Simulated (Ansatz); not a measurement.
# Al2O3 (Corundum) (R-3c) in Ansatz: notebook

The runs below take Al2O3 (Corundum) through band structure, with LDA, PBE.

Everything below comes from runs of Ansatz 0.2.0. Logs are shortened: lines on timing, memory, paths and dates and some standing lists are left out, and cuts for length are marked.

**Experimental background.**

From “Multi-petahertz electron interference in Cr:Al2O3 solid-state material”, 2018, pmc:5906618, for a bulk crystal of Al2O3: band gap 8.7 eV (optical).

How close the calculation comes is told below.

**1. The crystal as given**

It takes space group R-3c (No. 167, trigonal). Conventional cell: a = 4.760 Å, b = 4.760 Å, c = 12.996 Å, α = 90.00°, β = 90.00°, γ = 120.00°. Al (site symmetry 3) has 6 O at 1.85 to 1.97 Å as nearest neighbours. O (site symmetry 2) is surrounded by 4 Al at 1.85 to 1.97 Å.

**2. Band structure, LDA**

input.yaml reads:

```yaml
crystal:
  lattice:
    - [2.38025, 1.3742379782, 4.3318666667]
    - [-2.38025, 1.3742379782, 4.3318666667]
    - [0.0, -2.7484759565, 4.3318666667]
  atoms:
    - { symbol: Al, position: [0.85216, 0.85216, 0.85216] }
    - { symbol: Al, position: [0.64784, 0.64784, 0.64784] }
    - { symbol: Al, position: [0.14784, 0.14784, 0.14784] }
    - { symbol: Al, position: [0.35216, 0.35216, 0.35216] }
    - { symbol: O, position: [0.05668, 0.75, 0.44332] }
    - { symbol: O, position: [0.75, 0.44332, 0.05668] }
    - { symbol: O, position: [0.44332, 0.05668, 0.75] }
    - { symbol: O, position: [0.94332, 0.25, 0.55668] }
    - { symbol: O, position: [0.25, 0.55668, 0.94332] }
    - { symbol: O, position: [0.55668, 0.94332, 0.25] }
hamiltonian:
  xc: lda
  pseudopotentials: { kind: paw }
kpoints:
  mp_grid: { grid: [7, 7, 7] }
  band_path:
    path:
      - [[0.0, 0.0, 0.0], [0.5, 0.0, 0.0], [0.5, 0.2337604794, -0.2337604794]]
      - [[0.7662395206, 0.5, 0.2337604794], [0.5, 0.5, 0.5], [0.0, 0.0, 0.0], [0.3668802397, 0.0, -0.3668802397]]
      - [[0.6331197603, 0.3668802397, 0.0], [0.5, 0.5, 0.0], [0.6331197603, 0.6331197603, 0.2337604794], [0.5, 0.5, 0.5]]
      - [[0.5, 0.0, 0.0], [0.7662395206, 0.3668802397, 0.3668802397]]
    npoints: 10
scf:
  occupations: { method: fermi_dirac, width: 0.05 }
  n_extra_bands: 25
output:
  forces: true
  stress: true
  eigenvalues: true
  fatbands: true
```

Potentials or basis: Ansatz PAW.

Launch:

```sh
$ ansatz run input.yaml --threads 4 --pin off --max-ram 11264MiB --backend cpu --events-out ev --progress --plain --runs-dir out
```

Log:

```text
Warning: RAYON_NUM_THREADS=4 ignored (pool sized by the plan → 4); use --threads N
scf.n_extra_bands = 25 over 24 filled bands (N_el = 48.0): the run solves 49 bands
Engine: ansatz 0.2.0, aarch64-unknown-linux-gnu
Pseudopotentials: kind: paw
Pseudopotential: Al, paw, valence charge 3, recommended cutoff 420 eV (normal), Al.paw.azcp
Pseudopotential: O, paw, valence charge 6, recommended cutoff 420 eV (normal), O.paw.azcp
Functional definition: SPW92
  exchange = slater_x
  correlation = pw_c
Crystal: 10 atoms, lattice volume = 85.018 Å³
Basis set: ecut = 420 eV, 1653 PW (Γ)
Bands: 49, of which v1, the nominal top of the filled ones, is band 24 counted from 1 (23 counted from 0)
Symmetry: 12 space group operations
Space group: R-3c (ITA 167), of the structure as read, at distance tolerance 4.4e-5 Å
k-points: 44 of 343
Non-local potential: Al, projectors of the file, l = 0: 2, l = 1: 2, l = 2: 1
Non-local potential: O, projectors of the file, l = 0: 2, l = 1: 2, l = 2: 1
PAW form: soft (Blöchl's): semilocal exchange-correlation on the pseudo side does not see the compensation charge
PAW frozen core: Al, regenerated for the run's functional, and the local potential with it (the file was generated under x = pbe(κ = 0.804, μ = 0.2195149727645171), c = pbe(β = 0.06672455060314922))
PAW frozen core: O, regenerated for the run's functional, and the local potential with it (the file was generated under x = pbe(κ = 0.804, μ = 0.2195149727645171), c = pbe(β = 0.06672455060314922))
PAW one-centre angular grid: Al, 110 points (default); XC on 64 Gauss nodes
PAW one-centre angular grid: O, 110 points (default); XC on 64 Gauss nodes
Initial density: superposition of atomic densities (neutral atoms: chi_scale 0, normalization atom), corrected by the library's trained network
Initial wavefunctions: pseudopotential atomic-orbital guess
Functional: x = slater, c = lda
SCF iter   1: F=—  HF=-5399.893079 eV  |F-HF|=—  |Δ(HF+E_count)|=         —  Δρ=1.71e-2  dr2=2.15e-1  ethr=1.77e-3  ⟨swp⟩=5.5  Hψ=10237  notcnv=0  defer=373
preconditioner: auto → Resta (q_TF=auto, 2.480 Å⁻¹)  ε∞=2.8  [insulator: Δε(μ)=6.017 eV  Ē_g=20.548 eV  σ=0.050 eV  W_gap=1.00  n_scr=20 (ndim 8)  ℏωp=27.9 eV  f_vac=0.000  D(μ)=0.00/eV (n_scr^D=0)  ε∞_Penn≈2.8]
SCF iter   2: F=—  HF=-5399.836985 eV  |F-HF|=—  |Δ(HF+E_count)|=   5.61e-2  Δρ=7.06e-3  dr2=4.06e-2  ethr=4.47e-4  ⟨swp⟩=2.0  Hψ=2778  notcnv=0  defer=827
SCF iter   3: F=—  HF=-5399.824955 eV  |F-HF|=—  |Δ(HF+E_count)|=   1.20e-2  Δρ=1.21e-3  dr2=5.52e-4  ethr=8.46e-5  ⟨swp⟩=2.0  Hψ=2394  notcnv=0  defer=827
SCF iter   4: F=—  HF=-5399.824747 eV  |F-HF|=—  |Δ(HF+E_count)|=   2.09e-4  Δρ=2.54e-4  dr2=2.97e-5  ethr=1.15e-6  ⟨swp⟩=2.7  Hψ=2424  notcnv=0  defer=827
SCF iter   5: F=—  HF=-5399.824738 eV  |F-HF|=—  |Δ(HF+E_count)|=   8.18e-6  Δρ=2.87e-5  dr2=3.53e-7  ethr=6.19e-8  ⟨swp⟩=2.0  Hψ=2241  notcnv=0  defer=827
SCF iter   6: F=-5399.824738 eV  HF=-5399.824738 eV  |F-HF|=1.52e-9  |Δ(HF+E_count)|=   3.14e-8  Δρ=3.31e-6  dr2=5.92e-9  ethr=2.08e-10  ⟨swp⟩=11.9  Hψ=12860  notcnv=0
SCF 1 converged in 6 iterations: F = -5399.824738 eV  dr2 = 5.92e-9
NSCF: frozen V_eff on 94 k-points
SCF converged after 6 iterations
Free energy (F): -5399.824738 eV
Harris-Foulkes:  -5399.824738 eV  (|F-HF|=1.52e-9)
Internal energy: -5399.824738 eV  (E = F + TS)
E sigma→0 (E₀):  -5399.824738 eV
Fermi energy:    10.550010 eV
--- Per-component energies (eV) ---
  E_band       = 52.331441
  E_kinetic    = 1175.843299
  E_local      = -1977.625680  (includes V_loc(G=0)·N_el)
  E_nonlocal   = 338.475424
  E_hartree    = 724.524632
  E_xc         = -603.901934
  E_vxc        = -691.796174  (∫ρ·V_xc dr)
  E_paw        = -2660.229743  (= ΣΔE_a)
  E_vpaw       = -241.627542  (= ΣTr[D̂ρ^β])
  E_aug_tail   = 0.015437  (compensation charges beyond the density's cutoff)
  E_ewald      = -2397.730569
  E_core_change = 0.804395  (= ΣΔE_core)
  E_smearing   = -0.000000  (= −TS)
  E_closure    = -0.000000  (closes the sum)
  Σ components = -5399.824738   (vs F -5399.824738, Δ=0.00e0)
--- Forces (eV/Å), atoms counted from 1 ---
  atom   1  Al     0.00000000     0.00000000    -0.04278685
  atom   2  Al     0.00000000    -0.00000000     0.04278685
  atom   3  Al    -0.00000000    -0.00000000     0.04278685
  atom   4  Al    -0.00000000     0.00000000    -0.04278685
  atom   5  O     -0.05623365    -0.09739955    -0.00000000
  atom   6  O     -0.05623365     0.09739955     0.00000000
  atom   7  O      0.11246731     0.00000000     0.00000000
  atom   8  O      0.05623365     0.09739955     0.00000000
  atom   9  O      0.05623365    -0.09739955    -0.00000000
  atom  10  O     -0.11246731    -0.00000000     0.00000000
  max |Σ_I F_I| component: 1.62e-17 eV/Å
--- Stress (GPa, compression-positive) ---
       -5.225832       0.000000       0.000000
        0.000000      -5.225832       0.000000
        0.000000       0.000000      -5.425544
  P = ⅓ Tr σ = -5.2924 GPa (-52.924 kbar)
--- Band table (eV; the first three rows and the last of 44) ---
  k-point 0: bands = ["-11.6133", "-9.1949", "-8.9033", "-8.9033", "-8.5823", "-8.5823", "0.4189", "1.4337", "1.7908", "1.7908", "2.9286", "3.0000", "3.0000", "4.0081", "4.3945", "5.9477", "5.9477", "6.0829", "6.0829", "6.8973", "6.8973", "7.3543", "7.3543", "7.3949", "13.5549", "16.3737", "17.9133", "18.7442", "18.7442", "18.8459", "19.5255", "19.5255", "19.5394", "20.7434", "21.7631", "21.7631", "21.8711", "21.8711", "22.0732", "22.9872", "23.0438", "25.4296", "25.4296", "25.7404", "25.7404", "27.1382", "27.1861", "27.2195", "27.3978"]
  k-point 1: bands = ["-11.5048", "-9.2396", "-8.9815", "-8.9273", "-8.6356", "-8.5884", "0.5366", "1.2071", "1.6527", "2.3029", "2.4136", "2.9310", "3.7553", "4.4457", "4.6235", "5.5498", "5.8942", "5.9845", "6.1624", "6.6434", "6.7386", "7.0913", "7.3282", "7.3583", "14.0249", "16.7536", "17.5788", "18.4803", "18.5390", "18.7103", "19.5570", "19.7203", "20.0192", "20.2629", "21.5788", "21.6876", "21.7135", "21.9327", "22.1123", "22.7877", "22.9469", "24.9886", "25.4720", "25.6699", "25.9504", "26.1762", "26.2725", "27.2627", "27.5268"]
  k-point 2: bands = ["-11.1912", "-9.5805", "-8.9720", "-8.9620", "-8.7581", "-8.6315", "0.7288", "1.3125", "1.3239", "2.2446", "2.8582", "3.3268", "4.5506", "4.6728", "5.1261", "5.3359", "5.4803", "5.6766", "6.0009", "6.0068", "6.5969", "6.9040", "7.2073", "7.2513", "15.0748", "17.1446", "17.4779", "17.8444", "18.0637", "18.5301", "19.5800", "19.7121", "19.9662", "20.5491", "20.8893", "21.1516", "21.5636", "22.1432", "22.2296", "22.5542", "23.0136", "23.7339", "24.7127", "25.2851", "25.5716", "26.3102", "26.6303", "27.3275", "28.0236"]
  k-point 43: bands = ["-10.5936", "-10.4279", "-9.0428", "-8.9430", "-8.6608", "-8.6183", "1.6000", "1.7106", "2.5728", "2.5957", "3.0009", "3.4046", "3.5520", "3.7385", "4.7390", "4.9617", "5.0362", "5.5092", "5.7209", "5.8815", "6.7835", "6.7855", "6.9205", "6.9744", "16.1374", "16.3529", "18.0698", "18.2173", "19.2103", "19.2553", "19.4364", "19.7136", "20.1421", "20.3021", "21.4590", "21.5905", "21.7023", "21.8372", "21.9701", "22.1224", "23.1186", "23.3469", "23.9295", "24.0517", "24.5875", "24.7044", "27.9432", "28.4196", "28.9095"]
```

It took 8.4 s on 4 threads of Arm Neoverse V1, shared host; peak memory 0.46 GiB.

Results:

```
Free energy             : -5399.8247 eV
Pressure                : -5.3 GPa
Largest force           : 0.112 eV/Å
Band gap on the k mesh  : 6.16 eV, direct
Band gap along the path : 6.16 eV, direct
```

Forces in eV/Å, atoms in the order of the input:
```
Al   0.000  0.000 -0.043
Al   0.000  0.000  0.043
Al   0.000  0.000  0.043
Al   0.000  0.000 -0.043
O   -0.056 -0.097  0.000
O   -0.056  0.097  0.000
O    0.112  0.000  0.000
O    0.056  0.097  0.000
O    0.056 -0.097  0.000
O   -0.112  0.000  0.000
```

Levels at the corners of the path, in eV from the valence-band top:
| point | band 21 | band 22 | band 23 | band 24 | band 25 | band 26 | band 27 | band 28 |
| --- | --- | --- | --- | --- | --- | --- | --- | --- |
| Γ | -0.50 | -0.04 | -0.04 | 0.00 | 6.16 | 8.98 | 10.52 | 11.35 |
| L | -0.92 | -0.92 | -0.27 | -0.27 | 9.31 | 9.31 | 9.48 | 9.48 |
| B1 | -0.86 | -0.86 | -0.51 | -0.51 | 9.53 | 9.53 | 9.95 | 9.95 |
| B | -0.86 | -0.86 | -0.51 | -0.51 | 9.53 | 9.53 | 9.95 | 9.95 |
| Z | -0.38 | -0.38 | -0.38 | -0.38 | 8.55 | 8.55 | 10.82 | 10.82 |
| Γ | -0.50 | -0.04 | -0.04 | 0.00 | 6.16 | 8.98 | 10.52 | 11.35 |
| X | -0.90 | -0.85 | -0.57 | -0.28 | 9.36 | 9.36 | 9.57 | 10.00 |
| Q | -0.90 | -0.85 | -0.57 | -0.28 | 9.36 | 9.36 | 9.57 | 10.00 |
| F | -1.04 | -0.93 | -0.75 | -0.26 | 9.39 | 9.60 | 9.76 | 10.24 |
| P1 | -1.05 | -0.87 | -0.76 | -0.47 | 9.55 | 9.71 | 10.03 | 10.22 |
| Z | -0.38 | -0.38 | -0.38 | -0.38 | 8.55 | 8.55 | 10.82 | 10.82 |
| L | -0.92 | -0.92 | -0.27 | -0.27 | 9.31 | 9.31 | 9.48 | 9.48 |
| P | -1.05 | -0.87 | -0.76 | -0.47 | 9.55 | 9.71 | 10.03 | 10.22 |

Caveat: the pressure holds a Pulay correction of +1.2 GPa for the finite cutoff; the PAW data sets come from PBE, with cores solved anew for the run's functional, which leaves a small shift of forces and pressure.

(Part 1 of 2 ends here.)
